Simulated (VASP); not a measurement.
Input of a VASP 6.6.1 run:

Contents of INCAR:

```
SYSTEM = Cd
  PREC = Accurate
  ENCUT = 600
  EDIFF = 1E-7
  ISMEAR = 1
  SIGMA = 0.1
  LREAL = .FALSE.
  LASPH = .TRUE.
  NELM = 80
  ALGO = Normal
  ISIF = 3
  LWAVE = .FALSE.
  LCHARG = .FALSE.
  GGA = RP
  IBRION = 2
  NSW = 90
  EDIFFG = -0.005
```

Contents of KPOINTS:

```
Automatic mesh
0
G
  15 15 7
  0 0 0
```

File POSCAR:

```
Cd                                      
1.0
    3.0926967576      0.0000000000      0.0000000000
   -1.5463483788      2.6783539583     -0.0000000000
    0.0000000000     -0.0000000000      5.8771661636
  Cd            
     2
Direct
     0.3333333332999970    0.6666666667000030    0.2500000000000000
     0.6666666667000030    0.3333333332999970    0.7500000000000000
```

Potentials or basis: VASP PAW PBE potentials, release 64 (Cd).

Launch:

```sh
$ cat potpaw_PBE.64/Cd/POTCAR > POTCAR
$ mpirun -np 1 vasp_std > vasp.out
```

(1) What does it give for the space group after relaxing (to 0.05 Å)?

(2) Predict the relaxed cell.

(3) Estimate the band gap on the k mesh.

Results:

(1) P6_3/mmc (No. 194).

(2) a = 3.068 Å, b = 3.068 Å, c = 5.997 Å, α = 90.00°, β = 90.00°, γ = 120.00°.

(3) none (metal or under the smearing width).
